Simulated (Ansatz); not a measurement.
# Bi2Se3 (Paraguanajuatite) (R-3m) in Ansatz: a series of runs

The runs below take Bi2Se3 (Paraguanajuatite) through single point, equation of state, with BLYP.

All numbers are computed with Ansatz 0.2.0; they aren't measurements. Logs are shortened: lines on timing, memory, paths and dates and some standing lists are left out, and cuts for length are marked.

### Step 1. Starting point

Symmetry: R-3m, No. 166, trigonal system. Conventional cell: a = 4.143 Å, b = 4.143 Å, c = 28.636 Å, α = 90.00°, β = 90.00°, γ = 120.00°. Bi (site symmetry 3m) is surrounded by 6 Se at 2.85 to 3.07 Å. Se (site symmetry 3m) is surrounded by 3 Bi at 2.85 Å. Se (site symmetry -3m) is surrounded by 6 Bi at 3.07 Å.

### Step 2. Single point, BLYP, 26.68 Å³/atom (volume scaled by 0.94)

input.yaml

```yaml
crystal:
  lattice:
    - [2.0292126242, 1.1715664548, 9.3504759364]
    - [-2.0292126242, 1.1715664548, 9.3504759364]
    - [0.0, -2.3431329097, 9.3504759364]
  atoms:
    - { symbol: Bi, position: [0.5992, 0.5992, 0.5992] }
    - { symbol: Bi, position: [0.4008, 0.4008, 0.4008] }
    - { symbol: Se, position: [0.7883, 0.7883, 0.7883] }
    - { symbol: Se, position: [0.2117, 0.2117, 0.2117] }
    - { symbol: Se, position: [0.0, 0.0, 0.0] }
hamiltonian:
  xc: blyp
  pseudopotentials: { kind: paw }
kpoints:
  mp_grid: { grid: [8, 8, 8] }
scf:
  occupations: { method: fermi_dirac, width: 0.05 }
output:
  forces: true
  stress: true
  eigenvalues: true
  write_density: true
  write_potential: true
  elf: true
  volumetric_format: npy
```

Potentials or basis: Ansatz PAW.

Run with:

```sh
$ ansatz run input.yaml --threads 2 --pin off --max-ram 5120MiB --backend cpu --events-out ev --progress --plain --runs-dir out
```

The log of the run:

```text
Warning: RAYON_NUM_THREADS=2 ignored (pool sized by the plan → 2); use --threads N
basis.fft_grid_basis auto: the FFT boxes are laid along the combinations [[1, -1, 0], [0, 1, 0], [0, -1, 1]] of the cell's own vectors, 4.058, 9.640 and 4.058 Å long. The dense box has 30×72×30 points. Along the cell's own vectors, as sized, it would have 72×72×72, 5.76 times as many. Of the 12 symmetry operations that the crystal satisfies within crystal.symmetry.tolerance (time reversal apart; of a slab, those that keep its plane) the dense box along the cell's own vectors carries 12, and the one as laid loses 8 of those. basis.fft_grid_basis: typed keeps the cell's own vectors: state it where this run's energies or levels are differenced outside the engine with another run's, or held beside a run that keeps those vectors. Those combinations have planes normal to reciprocal vector 3, as the cell's own vectors have. Each planar average written beside output.write_density, output.write_potential has a row for each plane of the box: 30. The volumetric files lie along those combinations, not along the cell's own vectors: a cube or XSF file states them, and fields.json those of NumPy files.
Engine: ansatz 0.2.0, x86_64-unknown-linux-gnu
Pseudopotentials: kind: paw
Pseudopotential: Bi, paw, valence charge 15, recommended cutoff 420 eV (normal), Bi.paw.azcp
Pseudopotential: Se, paw, valence charge 16, recommended cutoff 420 eV (normal), Se.paw.azcp
Functional definition: BLYP
  parameter beta = 0.0042
  parameter a = 0.04918
  parameter b = 0.132
  parameter c = 0.2533
  parameter d = 0.349
  exchange = b88_x(beta = beta)
  correlation = lyp_c(a = a, b = b, c = c, d = d)
Crystal: 5 atoms, lattice volume = 133.377 Å³
Basis set: ecut = 420 eV, 2611 PW (Γ), FFT grids on a1−a2, a2, −a2+a3, exchange–correlation on 60×144×60 points (8 copies of the dense FFT grid, shifted against one another)
Bands: 47, of which v1, the nominal top of the filled ones, is band 39 counted from 1 (38 counted from 0)
Symmetry: 12 space group operations
Space group: R-3m (ITA 166), of the structure as read, at distance tolerance 5.1e-5 Å
k-points: 65 of 512
Non-local potential: Bi, projectors of the file, l = 0: 2, l = 1: 2, l = 2: 2, l = 3: 2
Non-local potential: Se, projectors of the file, l = 0: 2, l = 1: 2, l = 2: 3, l = 3: 1
PAW form: soft (Blöchl's): semilocal exchange-correlation on the pseudo side does not see the compensation charge
PAW frozen core: Bi, regenerated for the run's functional, and the local potential with it (the file was generated under x = pbe(κ = 0.804, μ = 0.2195149727645171), c = pbe(β = 0.06672455060314922))
PAW frozen core: Se, regenerated for the run's functional, and the local potential with it (the file was generated under x = pbe(κ = 0.804, μ = 0.2195149727645171), c = pbe(β = 0.06672455060314922))
PAW one-centre angular grid: Bi, 590 points (default); XC on 64 Gauss nodes
PAW one-centre angular grid: Se, 590 points (default); XC on 64 Gauss nodes
Initial density: superposition of atomic densities (neutral atoms: chi_scale 0, normalization atom), corrected by the library's trained network
Initial wavefunctions: pseudopotential atomic-orbital guess
Functional: x = b88, c = lyp
SCF iter   1: F=—  HF=-41292.287515 eV  |F-HF|=—  |Δ(HF+E_count)|=         —  Δρ=7.30e-3  dr2=1.00e-1  ethr=1.77e-3  ⟨swp⟩=8.4  Hψ=12932  notcnv=0  defer=10
preconditioner: auto → Resta (q_TF=auto, 2.495 Å⁻¹)  ε∞=4.0  [insulator: Δε(μ)=0.299 eV  Ē_g=9.763 eV  σ=0.050 eV  W_gap=0.90  n_scr=36 (ndim 8)  ℏωp=17.0 eV  f_vac=0.024  D(μ)=0.01/eV (n_scr^D=0)  ε∞_Penn≈4.0]
SCF iter   2: F=—  HF=-41292.264082 eV  |F-HF|=—  |Δ(HF+E_count)|=   2.34e-2  Δρ=2.99e-3  dr2=1.67e-2  ethr=1.29e-4  ⟨swp⟩=2.0  Hψ=4251  notcnv=0  defer=97
SCF iter   3: F=—  HF=-41292.260249 eV  |F-HF|=—  |Δ(HF+E_count)|=   3.83e-3  Δρ=1.46e-3  dr2=5.62e-3  ethr=2.14e-5  ⟨swp⟩=2.8  Hψ=5533  notcnv=0  defer=97
SCF iter   4: F=—  HF=-41292.259303 eV  |F-HF|=—  |Δ(HF+E_count)|=   9.46e-4  Δρ=4.94e-4  dr2=6.43e-4  ethr=7.20e-6  ⟨swp⟩=2.0  Hψ=3450  notcnv=0  defer=97
SCF iter   5: F=—  HF=-41292.259273 eV  |F-HF|=—  |Δ(HF+E_count)|=   3.03e-5  Δρ=1.76e-4  dr2=7.95e-5  ethr=8.25e-7  ⟨swp⟩=2.0  Hψ=4843  notcnv=0  defer=97
SCF iter   6: F=—  HF=-41292.259273 eV  |F-HF|=—  |Δ(HF+E_count)|=   6.69e-7  Δρ=6.27e-5  dr2=4.72e-6  ethr=1.02e-7  ⟨swp⟩=2.0  Hψ=4843  notcnv=0  defer=97
SCF iter   7: F=—  HF=-41292.259279 eV  |F-HF|=—  |Δ(HF+E_count)|=   5.44e-6  Δρ=1.16e-5  dr2=1.76e-7  ethr=6.05e-9  ⟨swp⟩=2.0  Hψ=5493  notcnv=0  defer=97
SCF iter   8: F=-41292.259279 eV  HF=-41292.259279 eV  |F-HF|=1.49e-8  |Δ(HF+E_count)|=   1.46e-7  Δρ=4.13e-6  dr2=2.02e-8  ethr=1.28e-10  ⟨swp⟩=14.3  Hψ=25251  notcnv=0
SCF 1 converged in 8 iterations: F = -41292.259279 eV  dr2 = 2.02e-8
  Residual-converged pass: ⟨swp⟩=1.0  Hψ=3315  notcnv=0  max |occ|·‖R‖ = 7.0e-9 eV (tolerance 1.0e-8 eV)  dr2=2.02e-8  dr2_onsite=2.06e-8  max |Δocc| = 2.3e-11
SCF converged after 8 iterations
Free energy (F): -41292.259279 eV
Harris-Foulkes:  -41292.259279 eV  (|F-HF|=1.49e-8)
Internal energy: -41292.259089 eV  (E = F + TS)
E sigma→0 (E₀):  -41292.259184 eV
Entropy (-TS):   -0.000190 eV (-0.038 meV/atom)
Fermi energy:    10.653306 eV
--- Per-component energies (eV) ---
  E_band       = -1239.535103
  E_kinetic    = 970.033241
  E_local      = -10092.937279  (includes V_loc(G=0)·N_el)
  E_nonlocal   = -680.272975
  E_hartree    = 4522.945305
  E_xc         = -612.848616
  E_vxc        = -577.852279  (∫ρ·V_xc dr)
  E_paw        = -27157.149269  (= ΣΔE_a)
  E_vpaw       = 95.604651  (= ΣTr[D̂ρ^β])
  E_aug_tail   = -0.002838  (compensation charges beyond the density's cutoff)
  E_ewald      = -8242.640956
  E_core_change = 0.614299  (= ΣΔE_core)
  E_smearing   = -0.000190  (= −TS)
  E_closure    = 0.000000  (closes the sum)
  Σ components = -41292.259279   (vs F -41292.259279, Δ=0.00e0)
--- Forces (eV/Å), atoms counted from 1 ---
  atom   1  Bi     0.00000000    -0.00000000     0.32013554
  atom   2  Bi     0.00000000     0.00000000    -0.32013554
  atom   3  Se     0.00000000    -0.00000000     0.83068802
  atom   4  Se     0.00000000     0.00000000    -0.83068802
  atom   5  Se     0.00000000     0.00000000     0.00000000
  max |Σ_I F_I| component: 0.00e0 eV/Å
--- Stress (GPa, compression-positive) ---
       11.732857       0.000000       0.000000
        0.000000      11.732857       0.000000
        0.000000       0.000000      11.262173
  P = ⅓ Tr σ = 11.5760 GPa (115.760 kbar)
--- Band table (eV; the first three rows and the last of 65) ---
  k-point 0: bands = ["-36.9808", "-36.9808", "-36.9804", "-36.9804", "-36.9722", "-36.9722", "-36.9716", "-36.9716", "-36.9675", "-36.9673", "-36.8413", "-36.8337", "-36.8337", "-36.8016", "-36.8016", "-12.7230", "-12.7230", "-12.7201", "-12.7201", "-12.6997", "-12.6965", "-12.6896", "-12.6896", "-12.6859", "-12.6859", "-4.4889", "-3.6950", "-2.7442", "0.8187", "1.6689", "8.1587", "8.2638", "8.4189", "8.4189", "8.4507", "8.4507", "9.1508", "9.1508", "10.5412", "10.7654", "11.8465", "11.8465", "12.6660", "13.2603", "13.2603", "16.4935", "17.6512"]
  k-point 1: bands = ["-36.9808", "-36.9808", "-36.9804", "-36.9804", "-36.9723", "-36.9722", "-36.9716", "-36.9716", "-36.9675", "-36.9673", "-36.8413", "-36.8337", "-36.8337", "-36.8016", "-36.8016", "-12.7264", "-12.7229", "-12.7186", "-12.7159", "-12.6972", "-12.6940", "-12.6917", "-12.6898", "-12.6880", "-12.6856", "-4.3360", "-3.5628", "-2.6490", "0.7217", "1.4927", "7.2119", "7.3161", "7.9013", "8.0310", "8.5539", "8.9890", "9.0462", "9.4258", "9.7505", "11.6807", "12.3152", "12.3594", "12.6876", "13.2479", "13.5599", "16.0967", "16.7149"]
  k-point 2: bands = ["-36.9808", "-36.9807", "-36.9805", "-36.9803", "-36.9723", "-36.9723", "-36.9717", "-36.9715", "-36.9674", "-36.9673", "-36.8413", "-36.8338", "-36.8337", "-36.8016", "-36.8015", "-12.7361", "-12.7310", "-12.7101", "-12.7072", "-12.6997", "-12.6947", "-12.6879", "-12.6878", "-12.6839", "-12.6838", "-3.8905", "-3.1982", "-2.4067", "0.3412", "1.0001", "6.0645", "6.5871", "7.0740", "7.3780", "7.9163", "8.5514", "9.0970", "9.2470", "9.9501", "11.7410", "12.5096", "12.7007", "13.3671", "13.7473", "14.7395", "15.1982", "16.9187"]
  k-point 64: bands = ["-36.9808", "-36.9808", "-36.9804", "-36.9804", "-36.9722", "-36.9722", "-36.9716", "-36.9716", "-36.9675", "-36.9673", "-36.8413", "-36.8337", "-36.8337", "-36.8016", "-36.8016", "-12.7229", "-12.7229", "-12.7201", "-12.7201", "-12.6995", "-12.6967", "-12.6897", "-12.6897", "-12.6859", "-12.6859", "-4.3207", "-4.0542", "-2.4156", "0.2962", "2.1336", "7.5440", "8.3035", "8.3035", "8.7110", "8.7110", "8.9477", "8.9555", "8.9555", "10.0672", "11.1496", "12.1849", "12.1849", "12.6531", "12.8893", "12.8893", "16.4150", "17.2965"]
```

It took 7.7 s on 2 threads of Intel Xeon 6975P-C (Granite Rapids), shared host; peak memory 0.64 GiB.

Results:

| Property | Result |
| --- | --- |
| Free energy | -41292.2593 eV |
| Pressure | 11.6 GPa |
| Largest force | 0.831 eV/Å |
| Band gap on the k mesh | 0.22 eV, direct |

Caveat: spin-orbit coupling is left out, which as a rule narrows the gap of such compounds by several tenths of an eV; the PAW data sets come from PBE, with cores solved anew for the run's functional, which leaves a small shift of forces and pressure.

### Step 3. Single point, BLYP, 27.24 Å³/atom (volume scaled by 0.96)

input.yaml, as its differences from that of step 2:

```diff
@@ -2,5 +2,5 @@
   lattice:
-    - [2.0292126242, 1.1715664548, 9.3504759364]
-    - [-2.0292126242, 1.1715664548, 9.3504759364]
-    - [0.0, -2.3431329097, 9.3504759364]
+    - [2.0435033248, 1.1798171946, 9.416326528]
+    - [-2.0435033248, 1.1798171946, 9.416326528]
+    - [0.0, -2.3596343894, 9.416326528]
   atoms:
@@ -22,5 +22 @@
   eigenvalues: true
-  write_density: true
-  write_potential: true
-  elf: true
-  volumetric_format: npy
```

Potentials or basis: Ansatz PAW.

Run with:

```sh
$ ansatz run input.yaml --threads 2 --pin off --max-ram 5120MiB --backend cpu --events-out ev --progress --plain --runs-dir out
```

Wall time 5.4 s (2 threads of Intel Xeon 6975P-C (Granite Rapids), shared host); peak memory 0.64 GiB.

Results (log left out):

```
Free energy            : -41292.4468 eV
Pressure               : 9.6 GPa
Largest force          : 0.643 eV/Å
Band gap on the k mesh : 0.24 eV, direct
```

Caveat: spin-orbit coupling is left out, which as a rule narrows the gap of such compounds by several tenths of an eV; the PAW data sets come from PBE, with cores solved anew for the run's functional, which leaves a small shift of forces and pressure.

### Step 4. Single point, BLYP, 27.81 Å³/atom (volume scaled by 0.98)

input.yaml, as its differences from that of step 3:

```diff
@@ -2,5 +2,5 @@
   lattice:
-    - [2.0435033248, 1.1798171946, 9.416326528]
-    - [-2.0435033248, 1.1798171946, 9.416326528]
-    - [0.0, -2.3596343894, 9.416326528]
+    - [2.0575968965, 1.1879541221, 9.4812687632]
+    - [-2.0575968965, 1.1879541221, 9.4812687632]
+    - [0.0, -2.3759082442, 9.4812687632]
   atoms:
```

Run with:

```sh
$ ansatz run input.yaml --threads 2 --pin off --max-ram 5120MiB --backend cpu --events-out ev --progress --plain --runs-dir out
```

It took 5.7 s on 2 threads of Intel Xeon 6975P-C (Granite Rapids), shared host; peak memory 0.64 GiB.

The run converged. Its results:

```
Free energy            : -41292.6016 eV
Pressure               : 7.9 GPa
Largest force          : 0.468 eV/Å
Band gap on the k mesh : 0.25 eV, direct
```

Caveat: spin-orbit coupling is left out, which as a rule narrows the gap of such compounds by several tenths of an eV; the PAW data sets come from PBE, with cores solved anew for the run's functional, which leaves a small shift of forces and pressure.

### Step 5. Single point, BLYP, 28.38 Å³/atom

input.yaml, as its differences from that of step 4:

```diff
@@ -2,5 +2,5 @@
   lattice:
-    - [2.0575968965, 1.1879541221, 9.4812687632]
-    - [-2.0575968965, 1.1879541221, 9.4812687632]
-    - [0.0, -2.3759082442, 9.4812687632]
+    - [2.0715, 1.1959810826, 9.5453333333]
+    - [-2.0715, 1.1959810826, 9.5453333333]
+    - [0.0, -2.3919621653, 9.5453333333]
   atoms:
```

Run with:

```sh
$ ansatz run input.yaml --threads 2 --pin off --max-ram 5120MiB --backend cpu --events-out ev --progress --plain --runs-dir out
```

It took 6.8 s on 2 threads of Intel Xeon 6975P-C (Granite Rapids), shared host; peak memory 0.65 GiB.

The run converged. Its results:

| Item | Value |
| --- | --- |
| Free energy | -41292.7269 eV |
| Pressure | 6.3 GPa |
| Largest force | 0.305 eV/Å |
| Band gap on the k mesh | 0.27 eV, direct |

Caveat: spin-orbit coupling is left out, which as a rule narrows the gap of such compounds by several tenths of an eV; the PAW data sets come from PBE, with cores solved anew for the run's functional, which leaves a small shift of forces and pressure.

### Step 6. Single point, BLYP, 28.95 Å³/atom (volume scaled by 1.02)

input.yaml, as its differences from that of step 5:

```diff
@@ -2,5 +2,5 @@
   lattice:
-    - [2.0715, 1.1959810826, 9.5453333333]
-    - [-2.0715, 1.1959810826, 9.5453333333]
-    - [0.0, -2.3919621653, 9.5453333333]
+    - [2.0852189429, 1.2039017179, 9.6085493036]
+    - [-2.0852189429, 1.2039017179, 9.6085493036]
+    - [0.0, -2.407803436, 9.6085493036]
   atoms:
```

Potentials or basis: Ansatz PAW.

Run with:

```sh
$ ansatz run input.yaml --threads 2 --pin off --max-ram 5120MiB --backend cpu --events-out ev --progress --plain --runs-dir out
```

It took 6.9 s on 2 threads of Intel Xeon 6975P-C (Granite Rapids), shared host; peak memory 0.65 GiB.

The run converged. Its results:

```yaml
Free_energy: -41292.8254 eV
Pressure: 4.9 GPa
Largest_force: 0.154 eV/Å
Band_gap_on_the_k_mesh: 0.28 eV, direct
```

Caveat: spin-orbit coupling is left out, which as a rule narrows the gap of such compounds by several tenths of an eV; the PAW data sets come from PBE, with cores solved anew for the run's functional, which leaves a small shift of forces and pressure.

### Step 7. Single point, BLYP, 29.51 Å³/atom (volume scaled by 1.04)

input.yaml, as its differences from that of step 6:

```diff
@@ -2,5 +2,5 @@
   lattice:
-    - [2.0852189429, 1.2039017179, 9.6085493036]
-    - [-2.0852189429, 1.2039017179, 9.6085493036]
-    - [0.0, -2.407803436, 9.6085493036]
+    - [2.098759705, 1.2117194806, 9.6709442292]
+    - [-2.098759705, 1.2117194806, 9.6709442292]
+    - [0.0, -2.4234389614, 9.6709442292]
   atoms:
@@ -22 +22,5 @@
   eigenvalues: true
+  write_density: true
+  write_potential: true
+  elf: true
+  volumetric_format: npy
```

Run with:

```sh
$ ansatz run input.yaml --threads 2 --pin off --max-ram 5120MiB --backend cpu --events-out ev --progress --plain --runs-dir out
```

Wall time 8.8 s (2 threads of Intel Xeon 6975P-C (Granite Rapids), shared host); peak memory 0.66 GiB.

It converged, with:

```
Free energy            : -41292.8999 eV
Pressure               : 3.6 GPa
Largest force          : 0.017 eV/Å
Band gap on the k mesh : 0.29 eV, direct
```

Caveat: spin-orbit coupling is left out, which as a rule narrows the gap of such compounds by several tenths of an eV; the PAW data sets come from PBE, with cores solved anew for the run's functional, which leaves a small shift of forces and pressure.

### Step 8. Single point, BLYP, 30.08 Å³/atom (volume scaled by 1.06)

input.yaml, as its differences from that of step 7:

```diff
@@ -2,5 +2,5 @@
   lattice:
-    - [2.098759705, 1.2117194806, 9.6709442292]
-    - [-2.098759705, 1.2117194806, 9.6709442292]
-    - [0.0, -2.4234389614, 9.6709442292]
+    - [2.1121279616, 1.2194376472, 9.7325442609]
+    - [-2.1121279616, 1.2194376472, 9.7325442609]
+    - [0.0, -2.4388752945, 9.7325442609]
   atoms:
@@ -22,5 +22 @@
   eigenvalues: true
-  write_density: true
-  write_potential: true
-  elf: true
-  volumetric_format: npy
```

Run with:

```sh
$ ansatz run input.yaml --threads 2 --pin off --max-ram 5120MiB --backend cpu --events-out ev --progress --plain --runs-dir out
```

Run time: 6.8 s. Hardware: 2 threads of Intel Xeon 6975P-C (Granite Rapids), shared host; peak memory 0.65 GiB.

The run converged. Its results:

```yaml
Free_energy: -41292.9525 eV
Pressure: 2.4 GPa
Largest_force: 0.117 eV/Å
Band_gap_on_the_k_mesh: 0.30 eV, direct
```

Caveat: spin-orbit coupling is left out, which as a rule narrows the gap of such compounds by several tenths of an eV; the PAW data sets come from PBE, with cores solved anew for the run's functional, which leaves a small shift of forces and pressure.

### Step 9. Equation of state, BLYP

Potentials or basis: Ansatz PAW.

This step only gathers the single runs of the series.

What came out:

```yaml
Equilibrium_volume: "31.45 Å³/atom (rough: see the caveat)"
Bulk_modulus_at_fixed_shape_and_positions: 49 GPa (rough)
```

Energy against volume, from the lowest point:
```csv
volume (Å³/atom),energy (meV/atom)
26.675,138.64
27.243,101.14
27.810,70.18
28.378,45.13
28.946,25.42
29.513,10.53
30.081,0.00
```

Caveat: the potentials were made for another functional, which shifts forces and pressure; the minimum lies outside the volumes run; the cell was scaled at fixed shape and fractional positions, which overstates the stiffness of a crystal with free parameters, most of all of layers and chains; spin-orbit coupling is left out, which moves the levels of the heavy elements.
